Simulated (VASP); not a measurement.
VN: relaxation of cell and atoms with PBEsol

Crystal: VN.

```
V N
1.0
     0.00000    2.06400    2.06400
     2.06400    0.00000    2.06400
     2.06400    2.06400    0.00000
V N
1 1
Direct
  0.00000 0.00000 0.00000
  0.50000 0.50000 0.50000
```

```
Program                : VASP 6.6.1
Task                   : relaxation of cell and atoms
Functional             : PBEsol
Potentials or basis    : VASP PAW PBE potentials, release 64 (V_sv, N)
Cutoff                 : 600 eV
k mesh                 : 16 × 16 × 16
Occupations            : methfessel-paxton, width 0.1 eV
Spin                   : no spin polarisation
Further INCAR settings : ALGO = Normal; EDIFF = 1e-06; IBRION = 2; EDIFFG = -0.01; NSW = 90; ISIF = 3
```

```yaml
Relaxed_volume: 8.46 Å³/atom
Relaxed_cell: a = 2.881 Å, b = 2.881 Å, c = 2.881 Å, α = 60.00°, β = 60.00°, γ = 60.00°
Space_group_after_relaxing_to_0.05_Å: Fm-3m (No. 225)
Energy_gained_by_relaxing: 13.4 meV/atom
Ionic_steps: 4
Pressure_after_relaxing: 0.0 GPa
```

Step by step:
```tsv
step	energy change (eV)	largest force (eV/Å)	pressure (GPa)	volume (Å³)
1	0.0000	0.0000	-12.32	17.59
2	0.0431	0.0000	23.79	15.92
3	-0.0267	0.0000	-0.21	16.92
4	-0.0267	0.0000	0.02	16.91
```

Final structure:
```
V N
1.0
     0.00000    2.03726    2.03726
     2.03726    0.00000    2.03726
     2.03726    2.03726    0.00000
V N
1 1
Direct
  0.00000 0.00000 0.00000
  0.50000 0.50000 0.50000
```

Levels at points of the mesh, in eV from the Fermi level:
```tsv
k point	band 6	band 7	band 8	band 9	band 10	band 11	band 12	band 13
(0.00, 0.00, 0.00)	-2.33	-2.33	-2.33	-1.67	-1.67	-1.67	-0.56	-0.56
(0.50, 0.00, 0.00)	-9.26	-6.38	-6.38	0.60	0.60	1.53	5.21	5.21
(0.50, 0.50, 0.00)	-6.88	-4.11	-3.79	-3.79	0.48	1.27	1.27	2.88
```

It took 57 s on 1 thread of Intel(R) Xeon(R) Platinum 8488C (Sapphire Rapids), with other jobs on the host, peak memory 0.18 GiB.

Caveat: the bands computed are all filled at some k points, so no gap is given; the PAW data sets were made with another functional, which shifts forces and pressure a little; the run has no spin polarisation, though such a crystal can be magnetic.
